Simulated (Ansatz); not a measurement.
A run of Ansatz 0.2.0 is set up as follows.

The input input.yaml:

```yaml
crystal:
  lattice:
    - [1.58, 0.9122134253, 6.15]
    - [-1.58, 0.9122134253, 6.15]
    - [0.0, -1.8244268506, 6.15]
  atoms:
    - { symbol: Mo, position: [0.0, 0.0, 0.0] }
    - { symbol: S, position: [0.417, 0.417, 0.417] }
    - { symbol: S, position: [0.25, 0.25, 0.25] }
hamiltonian:
  xc: r2scan
  pseudopotentials: { kind: paw }
kpoints:
  mp_grid: { grid: [10, 10, 10] }
  band_path:
    path:
      - [[0.0, 0.0, 0.0], [0.5, 0.0, 0.0], [0.5, 0.181334009, -0.181334009]]
      - [[0.818665991, 0.5, 0.181334009], [0.5, 0.5, 0.5], [0.0, 0.0, 0.0], [0.3406670045, 0.0, -0.3406670045]]
      - [[0.6593329955, 0.3406670045, 0.0], [0.5, 0.5, 0.0], [0.6593329955, 0.6593329955, 0.181334009], [0.5, 0.5, 0.5]]
      - [[0.5, 0.0, 0.0], [0.818665991, 0.3406670045, 0.3406670045]]
    npoints: 14
scf:
  occupations: { method: fermi_dirac, width: 0.05 }
  n_extra_bands: 7
output:
  forces: true
  stress: true
  eigenvalues: true
  fatbands: false
```

Potentials or basis: Ansatz PAW.

Run with:

```bash
$ ansatz run input.yaml --threads 2 --pin off --max-ram 5632MiB --backend cpu --events-out ev --progress --plain --runs-dir out
```

**Question.** Estimate the pressure.

**Answer.** 4.2 GPa.

**Question.** Predict the largest force.

**Answer.** 0.363 eV/Å.

Forces on the atoms (eV/Å):
```
Mo   0.000  0.000  0.087
S    0.000  0.000  0.275
S    0.000  0.000 -0.363
```

Caveat: the k mesh misses the band edges, so the gap on the mesh is wider than the one along the path; the PAW data sets come from PBE, with cores solved anew for the run's functional, which leaves a small shift of forces and pressure.
